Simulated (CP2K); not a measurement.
Crystal: InAs.

```
In As
1.0
     4.26810    0.00000    0.00000
     2.13405    3.69628    0.00000
     2.13405    1.23209    3.48489
In As
1 1
Direct
  0.00000 0.00000 0.00000
  0.75000 0.75000 0.75000
```

Program: CP2K 2026.2. Alike in all runs: no spin polarisation; cell as given; k mesh 8 × 8 × 8.

Order these runs on this cell by their pressure, lowest first.
A. level LDA; potentials or basis GTH_POTENTIALS In GTH-PADE-q13, As GTH-PADE-q5; TZVP-MOLOPT-PBE-GTH basis; smearing fermi-dirac 0.0259 eV; NGRIDS 4; CUTOFF of the grids 450 Ry; points a segment of the path (NPOINTS) 6; bands added on the path 6
B. level vdW-DF2; potentials or basis POTENTIAL_UZH In GTH-PBE-q13, As GTH-PBE-q5; TZVP-MOLOPT-PBE-GTH basis; smearing fermi-dirac 0.05 eV; NGRIDS 4; CUTOFF of the grids 675 Ry; cutoff of the non-local correlation (Ry) 300
C. level r2SCAN; potentials or basis POTENTIAL_UZH In GTH-PBE-q13, As GTH-PBE-q5; TZVP-MOLOPT-PBE-GTH basis; smearing fermi-dirac 0.05 eV; NGRIDS 4; CUTOFF of the grids 675 Ry
D. level PBE; potentials or basis POTENTIAL_UZH In GTH-PBE-q13, As GTH-PBE-q5; TZVP-MOLOPT-PBE-GTH basis; smearing fermi-dirac 0.1 eV; NGRIDS 5; CUTOFF of the grids 450 Ry; points a segment of the path (NPOINTS) 10; bands added on the path 2

A (0.0 GPa), C (2.3 GPa), D (4.8 GPa), B (9.0 GPa).

Caveats: the basis of atomic orbitals isn't converged, which shifts pressures, moduli and gaps; the potentials were made for another functional, which shifts forces and pressure (some runs).

Not every run made on this cell is shown here.
